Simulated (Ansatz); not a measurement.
# CO2: the cost of one run

Program: Ansatz 0.2.0. Level of theory: DFT, PBE, plane-wave PAW, default files, scalar-relativistic. These are calculated values, not measurements.

1 further run of the same task is left out (it didn't finish).

## 1. The system as given

Symmetry: Pbcn, No. 60, orthorhombic system. The conventional cell has a = 4.785 Å, b = 6.316 Å, c = 5.679 Å, α = 90.00°, β = 90.00°, γ = 90.00°. C (site symmetry 2) has 2 O at 1.17 Å as nearest neighbours. Around O (site symmetry 1) lie 1 C at 1.17 Å.

As a file:

```cif
data_structure
_symmetry_space_group_name_H-M 'P 1'
_symmetry_Int_Tables_number 1
_cell_length_a 4.7845
_cell_length_b 6.3155
_cell_length_c 5.6789
_cell_angle_alpha 90.000
_cell_angle_beta 90.000
_cell_angle_gamma 90.000
_cell_volume 171.60
loop_
_atom_site_label
_atom_site_type_symbol
_atom_site_fract_x
_atom_site_fract_y
_atom_site_fract_z
_atom_site_occupancy
C1 C 0.50000 0.85300 0.75000 1
C2 C 0.00000 0.35300 0.75000 1
C3 C 0.00000 0.64700 0.25000 1
C4 C 0.50000 0.14700 0.25000 1
O1 O 0.70097 0.14633 0.13358 1
O2 O 0.29903 0.14633 0.36642 1
O3 O 0.79903 0.64633 0.13358 1
O4 O 0.20097 0.35367 0.86642 1
O5 O 0.20097 0.64633 0.36642 1
O6 O 0.79903 0.35367 0.63358 1
O7 O 0.70097 0.85367 0.63358 1
O8 O 0.29903 0.85367 0.86642 1
```

## 2. First run, atoms as given

input.yaml reads:

```yaml
crystal:
  lattice:
    - [4.78454533, 0.0, 0.0]
    - [0.0, 6.31553964, 0.0]
    - [0.0, 0.0, 5.67889084]
  atoms:
    - { symbol: C, position: [0.5, 0.85299852, 0.75] }
    - { symbol: C, position: [0.0, 0.35299852, 0.75] }
    - { symbol: C, position: [0.0, 0.64700148, 0.25] }
    - { symbol: C, position: [0.5, 0.14700148, 0.25] }
    - { symbol: O, position: [0.70097112, 0.14632846, 0.13358302] }
    - { symbol: O, position: [0.29902888, 0.14632846, 0.36641698] }
    - { symbol: O, position: [0.79902888, 0.64632846, 0.13358302] }
    - { symbol: O, position: [0.20097112, 0.35367154, 0.86641698] }
    - { symbol: O, position: [0.20097112, 0.64632846, 0.36641698] }
    - { symbol: O, position: [0.79902888, 0.35367154, 0.63358302] }
    - { symbol: O, position: [0.70097112, 0.85367154, 0.63358302] }
    - { symbol: O, position: [0.29902888, 0.85367154, 0.86641698] }
kpoints:
  mp_grid: { grid: [4, 3, 4] }
scf:
  occupations: { method: fermi_dirac, width: 0.02 }
hamiltonian:
  xc: pbe
  pseudopotentials: { kind: paw }
output:
  forces: true
  stress: true
  populations: true
  efg: { quadrupole_moments_barn: { O: -0.02558 }, contact_densities: true }
```

Run with:

```console
$ ansatz run input.yaml --threads 1 --pin off --max-ram 2560MiB --backend cpu --events-out ev --progress --plain --runs-dir out
```

Q: Estimate wall time and peak memory on 1 thread of Intel Xeon Platinum 8488C (Sapphire Rapids), shared host.

About 12 s, with a peak of 0.53 GiB.
